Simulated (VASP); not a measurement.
# Si64Ni (a cell with a defect): relaxation of the atoms with PBE

Si64Ni (a cell with a defect):

```xyz
65
Lattice="10.9380 0.0000 0.0000 0.0000 10.9380 0.0000 0.0000 0.0000 10.9380" Properties=species:S:1:pos:R:3 pbc="T T T"
Si    5.4690    0.0000    0.0000
Si    8.2035    2.7345    0.0000
Si    8.2035    0.0000    2.7345
Si    0.0000    0.0000    0.0000
Si    2.7345    2.7345    0.0000
Si    5.4690    5.4690    0.0000
Si    8.2035    8.2035    0.0000
Si    2.7345    0.0000    2.7345
Si    5.4690    2.7345    2.7345
Si    8.2035    5.4690    2.7345
Si    5.4690    0.0000    5.4690
Si    8.2035    2.7345    5.4690
Si    8.2035    0.0000    8.2035
Si    0.0000    5.4690    0.0000
Si    2.7345    8.2035    0.0000
Si    0.0000    2.7345    2.7345
Si    2.7345    5.4690    2.7345
Si    5.4690    8.2035    2.7345
Si    0.0000    0.0000    5.4690
Si    2.7345    2.7345    5.4690
Si    5.4690    5.4690    5.4690
Si    8.2035    8.2035    5.4690
Si    2.7345    0.0000    8.2035
Si    5.4690    2.7345    8.2035
Si    8.2035    5.4690    8.2035
Si    0.0000    8.2035    2.7345
Si    0.0000    5.4690    5.4690
Si    2.7345    8.2035    5.4690
Si    0.0000    2.7345    8.2035
Si    2.7345    5.4690    8.2035
Si    5.4690    8.2035    8.2035
Si    0.0000    8.2035    8.2035
Si    6.8363    1.3673    1.3673
Si    9.5708    4.1018    1.3673
Si    9.5708    1.3673    4.1018
Si    1.3673    1.3673    1.3673
Si    4.1018    4.1018    1.3673
Si    6.8363    6.8363    1.3673
Si    9.5708    9.5708    1.3673
Si    4.1018    1.3673    4.1018
Si    6.8363    4.1018    4.1018
Si    9.5708    6.8363    4.1018
Si    6.8363    1.3673    6.8363
Si    9.5708    4.1018    6.8363
Si    9.5708    1.3673    9.5708
Si    1.3673    6.8363    1.3673
Si    4.1018    9.5708    1.3673
Si    1.3673    4.1018    4.1018
Si    4.1018    6.8363    4.1018
Si    6.8363    9.5708    4.1018
Si    1.3673    1.3673    6.8363
Si    4.1018    4.1018    6.8363
Si    6.8363    6.8363    6.8363
Si    9.5708    9.5708    6.8363
Si    4.1018    1.3673    9.5708
Si    6.8363    4.1018    9.5708
Si    9.5708    6.8363    9.5708
Si    1.3673    9.5708    4.1018
Si    1.3673    6.8363    6.8363
Si    4.1018    9.5708    6.8363
Si    1.3673    4.1018    9.5708
Si    4.1018    6.8363    9.5708
Si    6.8363    9.5708    9.5708
Si    1.3673    9.5708    9.5708
Ni    2.7345    2.7345    2.7345
```

The cell was built by a generator and needn't be a form met in nature.

| Item | Value |
| --- | --- |
| Program | VASP 6.6.1 |
| Task | relaxation of the atoms |
| Functional | PBE |
| Potentials or basis | VASP PAW PBE potentials, release 64 (Si, Ni) |
| Cutoff | 300 eV |
| k mesh | 2 × 2 × 2 |
| Occupations | fermi-dirac, width 0.05 eV |
| Spin | no spin polarisation |
| Further INCAR settings | ALGO = Normal; EDIFF = 1e-07; IBRION = 2; EDIFFG = -0.005; NSW = 60 |

- Energy gained by relaxing: 0.7 meV/atom
- Ionic steps: 10
- Band gap on the k mesh: 0.40 eV, indirect (least direct gap 0.41 eV)

Forces on the atoms (eV/Å):
```
Si  -0.001  0.001  0.001
Si   0.000  0.000  0.000
Si   0.000  0.000  0.000
Si   0.000  0.000  0.000
Si   0.000  0.000  0.000
Si   0.000  0.000  0.000
Si   0.000  0.000  0.002
Si   0.000  0.000  0.000
Si   0.000  0.000  0.000
Si   0.000  0.000  0.000
Si   0.000  0.000  0.000
Si   0.000  0.000  0.000
Si   0.000  0.002  0.000
Si   0.001 -0.001  0.001
Si   0.000  0.000  0.000
Si   0.000  0.000  0.000
Si   0.000  0.000  0.000
Si   0.000  0.000  0.000
Si   0.001  0.001 -0.001
Si   0.000  0.000  0.000
Si  -0.001 -0.001 -0.001
Si   0.000  0.000 -0.002
Si   0.000  0.000  0.000
Si   0.000  0.000  0.000
Si   0.000 -0.002  0.000
Si   0.000  0.000  0.000
Si   0.000  0.000  0.000
Si   0.000  0.000  0.000
Si   0.000  0.000  0.000
Si   0.000  0.000  0.000
Si  -0.002  0.000  0.000
Si   0.002  0.000  0.000
Si   0.000  0.000  0.000
Si   0.000  0.000  0.000
Si   0.000  0.000  0.000
Si   0.000  0.000  0.000
Si   0.000  0.000  0.000
Si   0.000  0.000  0.001
Si   0.000  0.000  0.001
Si   0.000  0.000  0.000
Si   0.000  0.000  0.000
Si   0.000  0.000 -0.001
Si   0.000  0.001  0.000
Si   0.000 -0.001  0.000
Si   0.000  0.001  0.000
Si   0.000  0.000  0.000
Si   0.000  0.000  0.000
Si   0.000  0.000  0.000
Si   0.000  0.000  0.000
Si   0.000  0.000 -0.001
Si   0.000  0.000  0.000
Si   0.000  0.000  0.000
Si  -0.001 -0.001 -0.001
Si   0.001  0.001 -0.001
Si   0.000  0.000  0.000
Si   0.000 -0.001  0.000
Si   0.001 -0.001  0.001
Si   0.000  0.000  0.000
Si   0.001  0.000  0.000
Si  -0.001  0.000  0.000
Si   0.000  0.000  0.000
Si  -0.001  0.000  0.000
Si  -0.001  0.001  0.001
Si   0.001  0.000  0.000
Ni   0.000  0.000  0.000
```

Step by step:
```csv
step,energy change (eV),largest force (eV/Å),pressure (GPa)
1,0.0000,0.4849,-0.01
2,-0.0275,0.1740,-0.05
3,-0.0281,0.2024,-0.06
4,-0.0354,0.1092,-0.07
5,-0.0394,0.0603,-0.08
6,-0.0420,0.0178,-0.08
7,-0.0420,0.0167,-0.09
8,-0.0423,0.0098,-0.09
9,-0.0424,0.0122,-0.09
10,-0.0424,0.0023,-0.08
```

Final structure:
```
Si Ni
1.0
    10.93800    0.00000    0.00000
     0.00000   10.93800    0.00000
     0.00000    0.00000   10.93800
Si Ni
64 1
Direct
  0.50015 0.99985 0.99985
  0.75000 0.25000 0.00047
  0.75000 0.00047 0.25000
  0.99845 0.99845 0.99845
  0.25000 0.25000 0.00079
  0.50155 0.50155 0.99845
  0.75000 0.75000 0.99992
  0.25000 0.00079 0.25000
  0.49921 0.25000 0.25000
  0.75000 0.49953 0.25000
  0.50155 0.99845 0.50155
  0.75000 0.25000 0.49953
  0.75000 0.99992 0.75000
  0.99985 0.50015 0.99985
  0.25000 0.75000 0.00047
  0.00079 0.25000 0.25000
  0.25000 0.49921 0.25000
  0.49953 0.75000 0.25000
  0.99985 0.99985 0.50015
  0.25000 0.25000 0.49921
  0.50015 0.50015 0.50015
  0.75000 0.75000 0.50008
  0.25000 0.00047 0.75000
  0.49953 0.25000 0.75000
  0.75000 0.50008 0.75000
  0.00047 0.75000 0.25000
  0.99845 0.50155 0.50155
  0.25000 0.75000 0.49953
  0.00047 0.25000 0.75000
  0.25000 0.49953 0.75000
  0.50008 0.75000 0.75000
  0.99992 0.75000 0.75000
  0.62435 0.12500 0.12500
  0.87565 0.37500 0.12500
  0.87565 0.12500 0.37500
  0.12278 0.12278 0.12278
  0.37722 0.37722 0.12278
  0.62534 0.62534 0.12541
  0.87466 0.87466 0.12541
  0.37722 0.12278 0.37722
  0.62435 0.37500 0.37500
  0.87466 0.62534 0.37459
  0.62534 0.12541 0.62534
  0.87466 0.37459 0.62534
  0.87466 0.12541 0.87466
  0.12500 0.62435 0.12500
  0.37500 0.87565 0.12500
  0.12278 0.37722 0.37722
  0.37500 0.62435 0.37500
  0.62534 0.87466 0.37459
  0.12500 0.12500 0.62435
  0.37500 0.37500 0.62435
  0.62505 0.62505 0.62505
  0.87495 0.87495 0.62505
  0.37500 0.12500 0.87565
  0.62534 0.37459 0.87466
  0.87495 0.62505 0.87495
  0.12500 0.87565 0.37500
  0.12541 0.62534 0.62534
  0.37459 0.87466 0.62534
  0.12500 0.37500 0.87565
  0.37459 0.62534 0.87466
  0.62505 0.87495 0.87495
  0.12541 0.87466 0.87466
  0.25000 0.25000 0.25000
```

Levels at points of the mesh, in eV from the valence-band top:
| k point | band 131 | band 132 | band 133 | band 134 | band 135 | band 136 |
| --- | --- | --- | --- | --- | --- | --- |
| (0.00, 0.00, 0.00) | -0.01 | -0.01 | -0.01 | 0.40 | 0.72 | 0.72 |
| (0.50, 0.00, 0.00) | -0.57 | -0.46 | -0.20 | 0.53 | 0.70 | 1.42 |
| (0.50, 0.50, 0.00) | -0.25 | -0.25 | 0.00 | 1.01 | 1.17 | 1.17 |
| (0.50, 0.50, 0.50) | -0.46 | -0.19 | -0.19 | 0.88 | 1.35 | 1.35 |

It took 64 min on 1 thread of AMD EPYC 9R14 (Zen 4), with other jobs on the host, peak memory 0.71 GiB.

Caveat: the cutoff is under 1.25 times the usual one of these potentials, so pressure, stress and relaxed cells hold a basis-set (Pulay) error. PBE gaps usually lie below the measured ones, often by a third to a half.
